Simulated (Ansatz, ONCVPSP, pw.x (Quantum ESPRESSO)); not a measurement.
## What a changed setting does to a pw.x run (bcc Co)

Potential: optimised norm-conserving Vanderbilt (ONCV), ONCVPSP 4.0.1.1 (patched build), PBE; core [Ar], reference 3d7 4s2; waves: 4s: rc 2.10 bohr, ncon 4, nbas 8, qcut 3.2 1/bohr, 2 projectors, debl 2.8 Ha; p scattering state at 0.12 Ha: rc 2.30 bohr, ncon 4, nbas 7, qcut 3.1 1/bohr, 2 projectors, debl 0.8 Ha; 3d: rc 1.50 bohr, ncon 4, nbas 8, qcut 10.7 1/bohr, 2 projectors, debl 2.6 Ha; f scattering state at 0.31 Ha: rc 2.15 bohr, ncon 3, nbas 6, qcut 4.6 1/bohr, 2 projectors, debl 3.9 Ha; local part: polynomial inside 1.05 bohr (lpopt 5, dvloc0 3 Ha); core correction: Teter function, fcfact 6, rcfact 1. In the p channel the program set the typed energies aside and used 0.050, 0.850 Ha.

The reference run (k-mesh 17³, cutoffs 115/460 Ry, Fermi–Dirac 0.01 Ry, mixing_beta 0.4, conv_thr 1e-9, no spin) gives -0.68 GPa at 10.618 Å³/atom, where all-electron LAPW gives -0.22 GPa. This run, with its own iteration cap, changes smearing to gauss.

```
&control
  calculation='scf', prefix='x', pseudo_dir='./', outdir='./tmp', tstress=.true., disk_io='none'
/
&system
  ibrav=0, nat=1, ntyp=1, ecutwfc=115, ecutrho=460, nbnd=12,
  occupations='smearing', smearing='gauss', degauss=0.01
/
&electrons
  conv_thr=1e-09, mixing_beta=0.4, electron_maxstep=50
/
ATOMIC_SPECIES
Co 1.0 Co.UPF
CELL_PARAMETERS angstrom
  -1.38461036 1.38461036 1.38461036
  1.38461036 -1.38461036 1.38461036
  1.38461036 1.38461036 -1.38461036
ATOMIC_POSITIONS crystal
Co 0.0000 0.0000 0.0000
K_POINTS automatic
17 17 17 0 0 0
```

```bash
pw.x < Co.scf.in > Co.scf.out
```

Task: How does the run end?

Result: It converges in 7 iterations; the free energy moves by +85.9 meV/atom and the pressure by -1.55 GPa. Gaussian smearing of the same width is narrower in effect than Fermi–Dirac, so its quadratic term in F is smaller.

```
Message from routine setup:
     using ibrav=0 with symmetry is DISCOURAGED, use correct ibrav instead
     lattice parameter (alat)  =       4.5320  a.u.
     unit-cell volume          =      71.6538 (a.u.)^3
     number of electrons       =         9.00
     number of Kohn-Sham states=           12
     kinetic-energy cutoff     =     115.0000  Ry
     charge density cutoff     =     460.0000  Ry
     scf convergence threshold =      1.0E-09
     Exchange-correlation= PBE
     number of k points=   165  Gaussian smearing, width (Ry)=  0.0100
     iteration #  1     ecut=   115.00 Ry     beta= 0.40
     total energy              =     -60.04267381 Ry
     estimated scf accuracy    <       0.00709219 Ry
     iteration #  2     ecut=   115.00 Ry     beta= 0.40
     total energy              =     -60.04448231 Ry
     estimated scf accuracy    <       0.00171876 Ry
     iteration #  3     ecut=   115.00 Ry     beta= 0.40
     total energy              =     -60.04474160 Ry
     estimated scf accuracy    <       0.00020731 Ry
     iteration #  4     ecut=   115.00 Ry     beta= 0.40
     total energy              =     -60.04474764 Ry
     estimated scf accuracy    <       0.00000501 Ry
     iteration #  5     ecut=   115.00 Ry     beta= 0.40
     total energy              =     -60.04474875 Ry
     estimated scf accuracy    <       0.00000026 Ry
     iteration #  6     ecut=   115.00 Ry     beta= 0.40
     total energy              =     -60.04474879 Ry
     estimated scf accuracy    <       0.00000002 Ry
     iteration #  7     ecut=   115.00 Ry     beta= 0.40
     the Fermi energy is    14.4628 ev
!    total energy              =     -60.04474879 Ry
     estimated scf accuracy    <          4.5E-10 Ry
     smearing contrib. (-TS)   =      -0.00256052 Ry
     The total energy is F=E-TS. E is the sum of the following terms:
     one-electron contribution =       1.23027759 Ry
     hartree contribution      =      10.90672304 Ry
     xc contribution           =     -15.84935185 Ry
     ewald contribution        =     -56.32983706 Ry
     convergence has been achieved in   7 iterations
          total   stress  (Ry/bohr**3)                   (kbar)     P=      -22.27
     Message from routine punch:
     Nothing written, as per user request (disk_io='none')
```

The run took about 49 s on one core of a shared host (Neoverse-N1, 64 threads, 124 GiB, load 61).
